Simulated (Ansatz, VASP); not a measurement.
**WC in VASP and in Ansatz**

```xyz
2
Lattice="0.0000 2.1927 2.1927 2.1927 0.0000 2.1927 2.1927 2.1927 0.0000" Properties=species:S:1:pos:R:3 pbc="T T T"
W     0.0000    0.0000    0.0000
C     2.1927    2.1927    2.1927
```

Alike in both runs: functional PBEsol; k mesh 10 × 10 × 10; occupations fermi-dirac, width 0.05 eV; no spin polarisation.

|  | VASP | Ansatz |
| --- | --- | --- |
| version | VASP 6.6.1 | Ansatz 0.2.0 |
| potentials or method | VASP PAW PBE potentials, release 64 (W_sv, C), cutoff 520 eV | all-electron LAPW, scalar-relativistic |
| task | single point | band structure |

```csv
,VASP,Ansatz,Ansatz less VASP
gap on the k mesh at the Fermi level (eV),none,none,-
pressure (GPa),-9.3,-10.2,-0.96
```

A gap of «none» marks a metal or a gap that the smearing closes. Ansatz ran all-electron here, so the differences hold the error of VASP's frozen core and of both bases.

Caveats: the PAW data sets were made with another functional, which shifts forces and pressure a little (VASP); spin-orbit coupling is left out, which moves the levels of the heavy elements (Ansatz). Spin-orbit coupling is left out, which matters for the levels of W.
